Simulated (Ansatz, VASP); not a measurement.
**ZnS: VASP beside Ansatz**

```
CELL_PARAMETERS angstrom
0.00000 2.62351 2.74522
2.62351 0.00000 2.74522
2.62351 2.62351 0.00000
ATOMIC_POSITIONS crystal
Zn 0.00000 0.00000 0.00000
S 0.75000 0.75000 0.75000
```

Change from the starting cell: strain -0.030 along x and y, +0.015 along z, atoms carried along.

Alike in both runs: task single point; functional PBE; k mesh 10 × 10 × 10; occupations gaussian, width 0.05 eV; no spin polarisation.

|  | VASP | Ansatz |
| --- | --- | --- |
| version | VASP 6.6.1 | Ansatz 0.2.0 |
| potentials or method | VASP PAW PBE potentials, release 64 (Zn, S) | scalar-relativistic, plane waves, PAW |
| plane-wave cutoff (eV) | 520 | 420 |
| valence electrons in the cell | 18 | 18 |

VASP gave:

- gap on the k mesh at the Fermi level (eV): 2.24
- least direct gap on the mesh (eV): 2.24
- pressure (GPa): 5.3
- largest component of the traceless stress (GPa): 1.27

Question: What did Ansatz give for the same quantities?

Answer: gap on the k mesh at the Fermi level (eV): 2.23; least direct gap on the mesh (eV): 2.23; pressure (GPa): 5.2; largest component of the traceless stress (GPa): 1.28.
